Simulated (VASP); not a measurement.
# Se (Pm-3m) in VASP: a series of runs

One crystal, Se, is run at these levels: PBE; tasks: single point.

Everything below comes from runs of VASP 6.6.1. Logs are shortened: lines on timing, memory, paths and dates and some standing lists are left out, and cuts for length are marked.

## 1. The structure

The structure is cubic, space group Pm-3m (No. 221). The conventional cell has a = 2.811 Å, b = 2.811 Å, c = 2.811 Å, α = 90.00°, β = 90.00°, γ = 90.00°. Se (site symmetry m-3m) has 6 Se at 2.81 Å as nearest neighbours.

This isn't the form of Se at room conditions, which is trigonal, of chains.

## 2. Single point, PBE

Input file INCAR:

```
ADDGRID = F
ALGO = Normal
EDIFF = 1E-6
ENCUT = 460
GGA = PE
ISIF = 2
ISMEAR = 0
LASPH = T
LCHARG = F
LREAL = F
LWAVE = F
NELM = 100
PREC = Accurate
SIGMA = 0.01
```

Input file KPOINTS:

```
k-points
0
Gamma
  5 5 5
```

Input file POSCAR:

```
Se
1.0
    2.8105630200      0.0000000000      0.0000000000
    0.0000000000      2.8105630200      0.0000000000
    0.0000000000      0.0000000000      2.8105630200
Se
1
Direct
    0.0000000000      0.0000000000      0.0000000000
```

Potentials or basis: VASP PAW PBE potentials, release 64 (Se).

The run is started by

```bash
> cat potpaw_PBE.64/Se/POTCAR > POTCAR
> mpirun -np 1 vasp_std > vasp.out
```

OUTCAR:

```text
EDIFF = 1E-6
   ENCUT = 460
   GGA = PE
   ISIF = 2
   ISMEAR = 0
   LASPH = T
   LREAL = F
   NELM = 100
   PREC = Accurate

 Found     10 irreducible k-points:

 Following reciprocal coordinates:
            Coordinates               Weight
  0.000000  0.000000  0.000000      1.000000
  0.200000  0.000000  0.000000      6.000000
  0.400000  0.000000  0.000000      6.000000
  0.200000  0.200000  0.000000     12.000000
  0.400000  0.200000  0.000000     24.000000
  0.400000  0.400000  0.000000     12.000000
   k-points           NKPTS =     10   k-points in BZ     NKDIM =     10   number of bands    NBANDS=      7
   number of dos      NEDOS =    301   number of ions     NIONS =      1
   total plane-waves  NPLWV =   8000
   dimension x,y,z NGX =    20 NGY =   20 NGZ =   20
   dimension x,y,z NGXF=    40 NGYF=   40 NGZF=   40
   ions per type =               1
   NGX,Y,Z   is equivalent  to a cutoff of  11.83, 11.83, 11.83 a.u.
   NGXF,Y,Z  is equivalent  to a cutoff of  23.66, 23.66, 23.66 a.u.
 SYSTEM =  unknown system
   PREC   = accura    normal or accurate (medium, high low for compatibility)
   ISTART =      0    job   : 0-new  1-cont  2-samecut
   ICHARG =      2    charge: 1-file 2-atom 10-const
   ISPIN  =      1    spin polarized calculation?
   LNONCOLLINEAR =      F non collinear calculations
   LSORBIT =      F    spin-orbit coupling
   LASPH  =      T    aspherical Exc in radial PAW
   ENCUT  =  460.0 eV  33.81 Ry    5.81 a.u.   4.92  4.92  4.92*2*pi/ulx,y,z
   NELM   =    100;   NELMIN=  2; NELMDL= -5     # of ELM steps
   EDIFF  = 0.1E-05   stopping-criterion for ELM
   LREAL  =      F    real-space projection
   EDIFFG = 0.1E-04   stopping-criterion for IOM
   NSW    =      0    number of steps for IOM
   IBRION =     -1    ionic relax: 0-MD 1-quasi-New 2-CG
   NFREE  =      0    steps in history (QN), initial steepest desc. (CG)
   ISIF   =      2    stress and relaxation
   ISYM   =      2    0-nonsym 1-usesym 2-fastsym
   POTIM  = 0.5000    time-step for ionic-motion
   TEBEG  =    0.0;   TEEND  =   0.0 temperature during run
   PSTRESS=    0.0 pullay stress
   NELECT =       6.0000    total number of electrons
   NUPDOWN=      -1.0000    fix difference up-down
   EMIN   =  10.00;   EMAX   =-10.00  energy-range for DOS
   EFERMI =   0.00;   METHOD = LEGACY
   ISMEAR =     0;   SIGMA  =   0.01  broadening in eV -4-tet -1-fermi 0-gaus
   EFERMI_NEDOS =   21; number of points for ismear=-14 and -15
   IALGO  =     38    algorithm
   IMIX   =      4    mixing-type and parameters
     AMIX     =   0.40;   BMIX     =  1.00
     AMIX_MAG =   1.60;   BMIX_MAG =  1.00
  volume/ion in A,a.u.               =      22.20       149.82
  Fermi-wavevector in a.u.,A,eV,Ry     =   1.058438  2.000157 15.242472  1.120290
  Thomas-Fermi vector in A             =   2.193747
   LORBIT       =      0    0 simple, 1 ext, 2 COOP (PROOUT), +10 PAW based schemes
   GGA     = PE    functional components
   LHFCALC =     F    Hartree Fock is set to
   AEXX    =    0.0000 exact exchange contribution
   IVDW    =     0    specifies the selected vdW correction
   LEPSILON=     F    determine dielectric tensor
   LRPA    =     F    only Hartree local field effects (RPA)
 non-spin polarized calculation
 Gauss-broadening in eV      SIGMA  =   0.01
  energy-cutoff  :      460.00
  volume of cell :       22.20
 maximum number of plane-waves:       507
 NGX is ok and might be reduce to    20
   NGX =  9   NGY =  9   NGZ =  9

 number of electron       5.9999999 magnetization

 Free energy of the ion-electron system (eV)
  ---------------------------------------------------
  ext. energy  EPLUGINS =         0.00000000
  ---------------------------------------------------
  free energy    TOTEN  =        -3.11290354 eV

  energy without entropy =       -3.11248725  energy(sigma->0) =       -3.11269540

 E-fermi :   4.3701     XC(G=0):  -9.9983

 val. band max:        4.3603201804   @ k =   0.4000   0.2000   0.2000
 cond. band min:       4.6526827360   @ k =   0.4000   0.2000   0.2000
 fundamental gap:      0.2923625556
 Fermi energy:         4.3700994257

 k-point     1 :       0.0000    0.0000    0.0000
  band No.  band energies     occupation
      1     -11.2949      2.00000
      2       6.3183      0.00000
      3       6.3183      0.00000
      4       6.3183      0.00000
      5      12.6458      0.00000
      6      12.6458      0.00000
      7      12.8759      0.00000

 k-point     2 :       0.2000    0.0000    0.0000
  band No.  band energies     occupation
      1     -10.7350      2.00000
      2       2.4300      2.00000
      3       6.7494      0.00000
      4       6.7494      0.00000
      5      13.2092      0.00000
      6      13.4903      0.00000
      7      17.6481      0.00000

 k-point     3 :       0.4000    0.0000    0.0000
  band No.  band energies     occupation
      1      -9.4739      2.00000
      2      -1.5341      2.00000
      3       7.6004      0.00000
      4       7.6004      0.00000
      5      14.5069      0.00000
      6      15.5041      0.00000
      7      18.7768      0.00000

 k-point     4 :       0.2000    0.2000    0.0000
  band No.  band energies     occupation
      1     -10.1759      2.00000
      2       2.8964      2.00000
      3       2.9842      2.00000
      4       7.1731      0.00000
      5      13.9156      0.00000
      6      16.2073      0.00000
      7      18.5139      0.00000

 k-point     5 :       0.4000    0.2000    0.0000
  band No.  band energies     occupation
      1      -8.9170      2.00000
      2      -0.9994      2.00000
      3       4.0244      2.00000
      4       8.0048      0.00000
      5      12.9169      0.00000
      6      15.7601      0.00000
      7      19.5632      0.00000

 k-point     6 :       0.4000    0.4000    0.0000
  band No.  band energies     occupation
      1      -7.6609      2.00000
      2       0.1355      2.00000
      3       0.1796      2.00000
      4       8.7874      0.00000
      5       9.0089      0.00000
      6      17.3927      0.00000
      7      20.7113      0.00000

 [... further k-points ...]
[... 5 lines left out ...]
  --------------------------------------------------------------------------------------
  -------------------------------------------------------------------------------------
  Total        0.0176528      0.0176528      0.0176528      0.0000000     -0.0000000      0.0000000
  in kB        1.2739266      1.2739266      1.2739266      0.0000000     -0.0000000      0.0000000
  external PRESSURE =       1.2739266 kB  Pullay stress =       0.0000000 kB

 VOLUME and BASIS-vectors are now :
 -----------------------------------------------------------------------------
  energy-cutoff  :      460.00
  volume of cell :       22.20
      direct lattice vectors                 reciprocal lattice vectors
     2.810563020  0.000000000  0.000000000     0.355800597  0.000000000  0.000000000
     0.000000000  2.810563020  0.000000000     0.000000000  0.355800597  0.000000000
     0.000000000  0.000000000  2.810563020     0.000000000  0.000000000  0.355800597

 POSITION                                       TOTAL-FORCE (eV/Angst)
 -----------------------------------------------------------------------------------
      0.00000      0.00000      0.00000         0.000000      0.000000      0.000000
 -----------------------------------------------------------------------------------
    total drift:                               -0.000000     -0.000000      0.000000

  FREE ENERGIE OF THE ION-ELECTRON SYSTEM (eV)
  ---------------------------------------------------
  free  energy   TOTEN  =        -3.1129035414 eV

  energy  without entropy=       -3.1124872527  energy(sigma->0) =       -3.11269540
```

It took 1.4 s on 1 thread of Intel Xeon 6975P-C (Granite Rapids), shared host; peak memory 0.11 GiB.

The run converged, but some of its settings lie outside the range that counts as converged, so its numbers aren't taken as properties of the crystal.

Results:

```yaml
Free_energy: -3.1129 eV
Pressure: 0.1 GPa
Band_gap_on_the_k_mesh: none (metal or under the smearing width)
```

Caveat: the k mesh is coarse (spacing up to 0.45 Å⁻¹), so the values aren't converged.

## 3. Single point, PBE

Changes to INCAR since step 2:

```diff
@@ -12,3 +12,3 @@
 NELM = 100
-PREC = Accurate
-SIGMA = 0.01
+PREC = Low
+SIGMA = 0.05
```

KPOINTS is that of step 2.

POSCAR is that of step 2.

Potentials or basis: VASP PAW PBE potentials, release 64 (Se).

The run is started by

```bash
> cat potpaw_PBE.64/Se/POTCAR > POTCAR
> mpirun -np 1 vasp_std > vasp.out
```

Run time: 1 s. Hardware: 1 thread of Intel Xeon 6975P-C (Granite Rapids), shared host; peak memory 0.1 GiB.

The run converged, but some of its settings lie outside the range that counts as converged, so its numbers aren't taken as properties of the crystal.

Results:

```yaml
Free_energy: -3.1148 eV
Pressure: 0.1 GPa
Band_gap_on_the_k_mesh: none (metal or under the smearing width)
```

Caveat: the k mesh is coarse (spacing up to 0.45 Å⁻¹), so the values aren't converged.

## 4. Single point, PBE

Changes to INCAR since step 3:

```diff
@@ -12,3 +12,3 @@
 NELM = 100
-PREC = Low
+PREC = Normal
 SIGMA = 0.05
```

KPOINTS is that of step 3.

POSCAR is that of step 3.

The run is started by

```bash
> cat potpaw_PBE.64/Se/POTCAR > POTCAR
> mpirun -np 1 vasp_std > vasp.out
```

Run time: 1 s. Hardware: 1 thread of Intel Xeon 6975P-C (Granite Rapids), shared host; peak memory 0.11 GiB.

These settings aren't checked as converged: the numbers below hold their error.

What came out:

| Property | Result |
| --- | --- |
| Free energy | -3.1146 eV |
| Pressure | 0.1 GPa |
| Band gap on the k mesh | none (metal or under the smearing width) |

Caveat: the k mesh is coarse (spacing up to 0.45 Å⁻¹), so the values aren't converged.

## 5. Single point, PBE

Changes to INCAR since step 4:

```diff
@@ -9,6 +9,6 @@
 LCHARG = F
-LREAL = F
+LREAL = Auto
 LWAVE = F
 NELM = 100
-PREC = Normal
+PREC = Accurate
 SIGMA = 0.05
```

KPOINTS is that of step 4.

POSCAR is that of step 4.

The run is started by

```bash
> cat potpaw_PBE.64/Se/POTCAR > POTCAR
> mpirun -np 1 vasp_std > vasp.out
```

It took 1.5 s on 1 thread of Intel Xeon 6975P-C (Granite Rapids), shared host; peak memory 0.11 GiB.

The run converged, but some of its settings lie outside the range that counts as converged, so its numbers aren't taken as properties of the crystal.

Results:

```yaml
Free_energy: -3.1147 eV
Pressure: 0.1 GPa
Band_gap_on_the_k_mesh: none (metal or under the smearing width)
```

Caveat: the k mesh is coarse (spacing up to 0.45 Å⁻¹), so the values aren't converged.
